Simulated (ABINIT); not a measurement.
Write the native input for ABINIT 10.8.3 (patched build) that does the following.

- Task: equation of state
- Functional: PBEsol
- Potentials or basis: PseudoDojo NC SR PBEsol v0.4.1 standard
- Cutoff: 1143 eV
- k mesh: 10 × 10 × 10
- Occupations: fermi-dirac, width 0.05 eV
- Spin: no spin polarisation

MgO2:

```
Mg O
1.0
     1.60476    0.92651    3.49398
    -1.60476    0.92651    3.49398
     0.00000   -1.85302    3.49398
Mg O
1 2
Direct
  0.00000 0.00000 0.00000
  0.57121 0.57121 0.57121
  0.42879 0.42879 0.42879
```

The cell comes from a database or a generator and needn't be the stable form of this composition.

These files were run (other wordings do the same):

run.abi

```
ndtset 7
getwfk -1
scalecart1 3*0.9795861087
scalecart2 3*0.9864848297
scalecart3 3*0.9932883884
scalecart4 3*1.0000000000
scalecart5 3*1.0066227096
scalecart6 3*1.0131594038
scalecart7 3*1.0196128224

pp_dirpath "./"
pseudos "Mg.upf, O.upf"

acell 3*1.0
rprim
     3.0325588157     1.7508486486     6.6026631588
    -3.0325588157     1.7508486486     6.6026631588
     0.0000000000    -3.5016972973     6.6026631588
ntypat 2
znucl 12 8
natom 3
typat 1 2 2
xred
     0.0000000000     0.0000000000     0.0000000000
     0.5712140000     0.5712140000     0.5712140000
     0.4287860000     0.4287860000     0.4287860000

ecut 42.0

kptopt 1
ngkpt 10 10 10
nshiftk 1
shiftk 0.0 0.0 0.0

ixc -116133

nband 15
occopt 3
tsmear 0.05 eV

nstep 100
tolvrs 1.0e-10

iomode 3
prtwf 1
prtden 0
prteig 0
prtebands 0
```

Potentials or basis: PseudoDojo NC SR PBEsol v0.4.1 standard.

Run with:

```bash
$ abinit run.abi > log 2>&1
```

Results of the run:

```
Equilibrium volume                        : 10.01 Å³/atom
Bulk modulus at fixed shape and positions : 140 GPa
Pressure derivative of the bulk modulus   : 4.2
```

Caveat: pressures at fixed basis lie under the slope of the energies; the cell was scaled at fixed shape and fractional positions, which overstates the stiffness of a crystal with free parameters, most of all of layers and chains.

Run time: 22 min on 1 thread of Arm Neoverse V1, with other jobs on the host, peak memory 0.2 GiB.
